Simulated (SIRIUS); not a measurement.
CsBr:

```
CELL_PARAMETERS angstrom
4.32562 0.00000 0.00000
0.00000 4.32562 0.00000
0.00000 0.00000 4.32562
ATOMIC_POSITIONS crystal
Cs 0.00000 0.00000 0.00000
Br 0.50000 0.50000 0.50000
```

The cell comes from a database or a generator and needn't be the stable form of this composition.

Program: SIRIUS 7.12.0. Alike in all runs: task band structure; potentials or basis all-electron FP-LAPW, apw+lo standard; no spin polarisation; cell as given; k mesh 6 × 6 × 6; cutoff (eV) 170; smearing fermi-dirac 0.05 eV.

Order these runs on this cell by their band gap on the k mesh, lowest first.
A. level PBEsol
B. level LDA
C. level PBE

B (4.03 eV), A (4.24 eV), C (4.42 eV).

Caveats: spin-orbit coupling is left out, which moves the levels of the heavy elements.
